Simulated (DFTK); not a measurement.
Ag, 1 atom in the cell. It takes space group Im-3m (No. 229, cubic). The conventional cell has a = 3.311 Å, b = 3.311 Å, c = 3.311 Å, α = 90.00°, β = 90.00°, γ = 90.00°. Around Ag (site symmetry m-3m) lie 8 Ag at 2.87 Å. This isn't the form of Ag at room conditions, which is fcc.

* Program: DFTK 0.8.2
* Task: equation of state
* Functional: PBE
* Potentials or basis: dojo.nc.sr.pbe.v0_4_1.standard.upf (PBE)
* Cutoff: 1116 eV
* k mesh: 11 × 11 × 11
* Occupations: fermi-dirac, width 0.05 eV
* Spin: no spin polarisation
* Valence electrons: Ag 19
* Volume scales: [0.94, 0.96, 0.98, 1.0, 1.02, 1.04, 1.06]
* SCF tolerance on the density: 1e-06

Potentials or basis: dojo.nc.sr.pbe.v0_4_1.standard.upf (PBE).

Command:

```console
$ julia --threads=1 run.jl  # save.jl only writes the numbers to a file and isn't shown; printed stress counts tension as positive; times include loading and compiling
```

Hardware: 1 thread of Intel(R) Xeon(R) 6975P-C (Granite Rapids), with other jobs on the host.

Problem. How long does it take, and how much memory?

Solution. Run time: 5.2 min on 1 thread of Intel(R) Xeon(R) 6975P-C (Granite Rapids), with other jobs on the host, peak memory 1.6 GiB. Counts: scf iterations 65, bands 14.
